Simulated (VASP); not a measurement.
A run of VASP 6.6.1 is set up as follows.

The input INCAR:

```
  PREC = Accurate
  ENCUT = 600
  EDIFF = 1E-7
  ISMEAR = 0
  SIGMA = 0.03
  LREAL = False
  LASPH = True
  NELM = 80
  ALGO = Normal
  ISIF = 3
  LWAVE = False
  LCHARG = False
  GGA = PE
  IVDW = 12
  IBRION = 2
  NSW = 90
  EDIFFG = -0.005
  LATTICE_CONSTRAINTS = .TRUE. .TRUE. .FALSE.
  KPAR = 8
```

Contents of KPOINTS:

```
regular mesh
0
Gamma
  12 12 1
```

File POSCAR:

```
WSe2                                    
1.0
    3.2827114328     -0.0000000000      0.0000000000
   -1.6413557164      2.8429114957      0.0000000000
    0.0000000000      0.0000000000     40.8012600000
  Se              W             
     8     4
Direct
     0.3333333300000021    0.6666666699999979    0.2234885271641524
     0.3333333300000021    0.6666666699999979    0.3061742926863502
     0.6666666699999979    0.3333333300000021    0.3801736008893685
     0.6666666699999979    0.3333333300000021    0.4628049602903188
     0.3333333300000021    0.6666666699999979    0.5371950397096809
     0.3333333300000021    0.6666666699999979    0.6198263991106314
     0.6666666699999979    0.3333333300000021    0.6938257073136495
     0.6666666699999979    0.3333333300000021    0.7765114728358478
     0.6666666699999979    0.3333333300000021    0.2648400963400822
     0.3333333300000021    0.6666666699999979    0.4214882142355205
     0.6666666699999979    0.3333333300000021    0.5785117857644794
     0.3333333300000021    0.6666666699999979    0.7351599036599180
```

Potentials or basis: VASP PAW PBE potentials, release 64 (Se, W_sv).

Run with:

```console
$ cat potpaw_PBE.64/Se/POTCAR potpaw_PBE.64/W_sv/POTCAR > POTCAR
$ mpirun -np 8 vasp_std > vasp.out
```

(1) Estimate the dispersion energy per atom.

(2) Predict the band gap on the k mesh.

## Answers

(1) -0.439 eV.

(2) 1.02 eV, indirect (least direct gap 1.58 eV).

Caveat: spin-orbit coupling is left out, which moves the levels of the heavy elements.
